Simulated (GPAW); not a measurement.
The system is GaSb.

```
CELL_PARAMETERS angstrom
0.00000 3.05900 3.05900
3.05900 0.00000 3.05900
3.05900 3.05900 0.00000
ATOMIC_POSITIONS crystal
Sb 0.25000 0.25000 0.25000
Ga 0.00000 0.00000 0.00000
```

Base run:

```yaml
Program: GPAW 26.7.0
Functional: OLYP
Potentials_or_basis: PAW data sets generated in the run's folder for this functional
Cutoff: 600 eV
Basis: pw
k_mesh: 6 × 6 × 6
Occupations: fermi-dirac, width 0.05 eV
Spin: spin-orbit coupling, no magnetisation
```

Its results: pressure 3.5 GPa.

**Question.** The run is repeated on the same cell with these changes: functional from OLYP to WC; band points from 100 to 60. What comes out?

**Answer.** Pressure -0.1 GPa.

Caveats: spin-orbit coupling was added after a scalar SCF, so levels and gaps hold it while energy, forces, pressure and moments don't.
